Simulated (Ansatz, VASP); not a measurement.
## Two plane-wave programs on Li2S

File POSCAR:

```
Li2S
1.0
    0.0000000000      2.8452943747      2.8452943747
    2.8452943747      0.0000000000      2.8452943747
    2.8452943747      2.8452943747      0.0000000000
Li S
2 1
Direct
    0.2500000000      0.2500000000      0.2500000000
    0.7500000000      0.7500000000      0.7500000000
    0.0000000000      0.0000000000      0.0000000000
```

Contents of INCAR.step1:

```
SYSTEM = Li2S
PREC = Accurate
ENCUT = 520
EDIFF = 1E-5
ISMEAR = 0
SIGMA = 0.01
LREAL = .False.
LASPH = .True.
NELM = 100
ALGO = Normal
ISIF = 2
LWAVE = .True.
NBANDS = 13
GGA = PE
```

File INCAR.step2:

```
SYSTEM = Li2S
PREC = Accurate
ENCUT = 520
EDIFF = 1E-6
ISMEAR = 0
SIGMA = 0.01
LREAL = .False.
LASPH = .True.
NELM = 100
ALGO = Normal
ISIF = 2
LWAVE = .False.
LCHARG = .True.
GGA = PE
LHFCALC = .True.
HFSCREEN = 0.2079
PRECFOCK = Normal
LELF = .True.
LVHAR = .True.
NBANDS = 13
ISTART = 1
```

Contents of KPOINTS:

```
Automatic mesh
0
Gamma
  4 4 4
  0 0 0
```

Input for Ansatz:

```yaml
crystal:
  lattice:
    - [0.0, 2.8452943747, 2.8452943747]
    - [2.8452943747, 0.0, 2.8452943747]
    - [2.8452943747, 2.8452943747, 0.0]
  atoms:
    - { symbol: Li, position: [0.25, 0.25, 0.25] }
    - { symbol: Li, position: [0.75, 0.75, 0.75] }
    - { symbol: S, position: [0.0, 0.0, 0.0] }
kpoints:
  mp_grid: { grid: [4, 4, 4] }
hamiltonian:
  xc: hse06
scf:
  occupations: { method: fixed }
  n_extra_bands: 4
output:
  forces: true
  stress: true
  eigenvalues: true
```

Alike in both runs: task single point; functional HSE06; k mesh 4 × 4 × 4; no spin polarisation.

|  | VASP | Ansatz |
| --- | --- | --- |
| version | VASP 6.6.1 | Ansatz 0.2.0 |
| potentials or method | VASP PAW PBE potentials, release 64 (Li_sv, S) | plane waves, PAW |
| plane-wave cutoff (eV) | 520 | 420 |
| occupations | gaussian, width 0.01 eV | fixed |
| valence electrons in the cell | 12 | 12 |

Ansatz gave:

- gap on the k mesh at the Fermi level (eV): 4.34

Q: Estimate VASP's values.

A: gap on the k mesh at the Fermi level (eV): 4.33.

Ansatz warned: «stress_exchange_threshold_loose».

Caveats: the k mesh is coarse (spacing up to 0.48 Å⁻¹), so the values aren't converged, least of all with exact exchange. A k mesh can miss the band edges.
